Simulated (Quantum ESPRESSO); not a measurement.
V:

```
V
1.0
     2.60429    0.00000    0.00000
    -1.30215    2.25538    0.00000
     0.00000    0.00000    4.72334
V
2
Cartesian
  0.0000 1.5036 1.1808
  1.3021 0.7518 3.5425
```

This isn't the form of V at room conditions, which is bcc.

Program: Quantum ESPRESSO 7.5. Alike in all runs: task single point; level PBEsol+U; potentials or basis GBRV 1.5 PBEsol; spin collinear, antiferromagnetic start; cell as given; k mesh 12 × 12 × 6; cutoff (eV) 612; smearing fermi-dirac 0.05 eV.

**Question.** Order these runs on this cell by their pressure, lowest first.
A. U V d U = 5 eV
B. U V d U = 3 eV
C. U V d U = 6 eV
D. U V d U = 1 eV
E. U V d U = 4 eV

**Answer.** D (-6.5 GPa), B (28.7 GPa), E (40.1 GPa), A (44.6 GPa), C (47.7 GPa).

Caveats: the U is typed as a test and isn't derived for this compound; a pressure of tens of GPa on the cell as given is suspect, and the run, the potentials or the cell itself is likely at fault (some runs).

Not every run made on this cell is shown here.
